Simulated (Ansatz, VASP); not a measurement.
**Two plane-wave programs on TiAl**

```xyz
2
Lattice="3.1863 0.0000 0.0000 0.0000 3.1863 0.0000 0.0000 0.0000 3.1863" Properties=species:S:1:pos:R:3 pbc="T T T"
Ti    1.5932    1.5932    1.5932
Al    0.0000    0.0000    0.0000
```

Alike in both runs: functional PBE; k mesh 14 × 14 × 14; occupations gaussian, width 0.1 eV; no spin polarisation.

Ansatz relaxed the structure, and its values are those at the end. VASP's run is a single point on that final structure, the one shown.

```csv
,VASP,Ansatz
version,VASP 6.6.1,Ansatz 0.2.0
potentials or method,"VASP PAW PBE potentials, release 64 (Ti_sv, Al)","scalar-relativistic, plane waves, PAW"
plane-wave cutoff (eV),520,420
valence electrons in the cell,15,15
```

```csv
,VASP,Ansatz,Ansatz less VASP
gap on the k mesh at the Fermi level (eV),none,none,-
pressure (GPa),-0.1,0.0,+0.06
```

A gap of «none» marks a metal or a gap that the smearing closes.
